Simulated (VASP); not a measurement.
Input of a VASP 6.6.1 run:

The input INCAR:

```
  PREC = Accurate
  ENCUT = 600
  EDIFF = 1E-7
  ISMEAR = 0
  SIGMA = 0.02
  LREAL = False
  LASPH = True
  NELM = 80
  ALGO = Normal
  ISIF = 3
  LWAVE = False
  LCHARG = False
  GGA = PE
  IVDW = 12
  IBRION = 2
  NSW = 90
  EDIFFG = -0.005
```

KPOINTS

```
Automatic mesh
0
Gamma
  10 10 10
```

Contents of POSCAR:

```
LiH
1.0
    0.0000000000      2.0086193900      2.0086193900
    2.0086193900      0.0000000000      2.0086193900
    2.0086193900      2.0086193900      0.0000000000
Li H
1 1
Direct
    0.0000000000      0.0000000000      0.0000000000
    0.5000000000      0.5000000000      0.5000000000
```

Potentials or basis: VASP PAW PBE potentials, release 64 (Li_sv, H).

Launch:

```sh
$ cat potpaw_PBE.64/Li_sv/POTCAR potpaw_PBE.64/H/POTCAR > POTCAR
$ mpirun -np 1 vasp_std > vasp.out
```

**Question.** Predict the band gap on the k mesh.

**Answer.** 2.89 eV, direct.

**Question.** Predict the relaxed cell.

**Answer.** a = 2.734 Å, b = 2.734 Å, c = 2.734 Å, α = 60.00°, β = 60.00°, γ = 60.00°.

**Question.** Predict the space group after relaxing (to 0.05 Å).

**Answer.** Fm-3m (No. 225).

Step by step:
```csv
step,energy change (eV),largest force (eV/Å),pressure (GPa),volume (Å³)
1,0.0000,0.0000,-3.85,16.21
2,-0.0098,0.0000,-3.04,15.75
3,-0.0221,0.0000,-0.71,14.73
4,-0.0227,0.0000,0.06,14.45
```

Caveat: the cutoff is under 1.25 times the usual one of these potentials, so pressure, stress and relaxed cells hold a basis-set (Pulay) error. A hybrid or GW would open this gap; PBE tends to underestimate it.
